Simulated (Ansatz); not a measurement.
Crystal: SiO2.

```
CELL_PARAMETERS angstrom
-2.83790 2.83790 5.66021
2.83790 -2.83790 5.66021
2.83790 2.83790 -5.66021
ATOMIC_POSITIONS crystal
Si 0.87500 0.26362 0.88862
Si 0.01362 0.62500 0.88862
Si 0.73638 0.12500 0.11138
Si 0.37500 0.98638 0.11138
O 0.63373 0.13373 0.50000
O 0.46788 0.96788 0.93575
O 0.03212 0.53212 0.06425
O 0.11627 0.11627 0.00000
O 0.88373 0.88373 0.00000
O 0.86627 0.36627 0.50000
O 0.28212 0.71788 0.00000
O 0.71788 0.28212 0.00000
```

The cell comes from a database or a generator and needn't be the stable form of this composition.

Base run:

- Program: Ansatz 0.2.0
- Functional: PBE
- Potentials or basis: Ansatz PAW
- Cutoff: 250 eV
- Density cutoff: 1000 eV
- k mesh: 7 × 7 × 7
- Occupations: fermi-dirac, width 0.05 eV
- Spin: no spin polarisation

Its results: band gap on the k mesh 4.66 eV, direct; pressure 2.2 GPa; largest force 0.371 eV/Å.

Question: The run is repeated on the same cell with these changes: cutoff from 250 eV to 420 eV (not typed: the program's choice for these potentials); k mesh from 7 × 7 × 7 to 3 × 3 × 3. What comes out?

Answer: Band gap on the k mesh 4.84 eV, direct; pressure -0.1 GPa; largest force 0.011 eV/Å.

Caveats: some runs use coarse meshes; odd divisions of the mesh miss points on the zone boundary, where band edges often lie, so the gap on the mesh can be too wide; the pressure holds a Pulay correction of +60.3 GPa for the finite cutoff (some runs); the cutoff lies under the one recommended for these potentials (some runs).

A k mesh can miss the band edges.
